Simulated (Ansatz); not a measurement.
ZrSe2:

```
Zr Se
1.0
     3.79800    0.00000    0.00000
    -1.89900    3.28916    0.00000
     0.00000    0.00000    6.19200
Zr Se
1 2
Cartesian
  0.0000 0.0000 0.0000
  1.8990 1.0964 4.6440
  0.0000 2.1928 1.5480
```

- Program: Ansatz 0.2.0
- Task: relaxation of cell and atoms
- Functional: revPBE
- Dispersion: D4
- Potentials or basis: Ansatz PAW
- Cutoff: 420 eV (not typed: the program's choice for these potentials)
- k mesh: 8 × 8 × 5
- Occupations: fermi-dirac, width 0.05 eV
- Spin: no spin polarisation

At the start: volume 25.78 Å³/atom.

Question: Where does the relaxation end?

Answer: It ends after 5 steps and the volume is 24.56 Å³/atom (-4.7 %); space group P-3m1 (No. 164, to 0.05 Å).

Step by step:
| step | energy change (eV) | largest force (eV/Å) | volume (Å³) |
| --- | --- | --- | --- |
| 1 | 0.0000 | 0.3384 | 77.35 |
| 2 | -0.0289 | 0.0142 | 74.19 |
| 3 | -0.0292 | 0.0108 | 73.72 |
| 4 | -0.0293 | 0.0010 | 73.69 |
| 5 | -0.0290 | 0.0007 | 73.69 |

Final structure:
```
Zr Se
1.0
     3.74491    0.00000    0.00000
    -1.87246    3.24319    0.00000
     0.00000    0.00000    6.06697
Zr Se
1 2
Direct
  0.00000 0.00000 0.00000
  0.66667 0.33333 0.73657
  0.33333 0.66667 0.26343
```

Caveat: the plane-wave basis is chosen anew once the cell has moved, so the energies of steps on either side of that aren't comparable; the PAW data sets come from PBE, with cores solved anew for the run's functional, which leaves a small shift of forces and pressure.
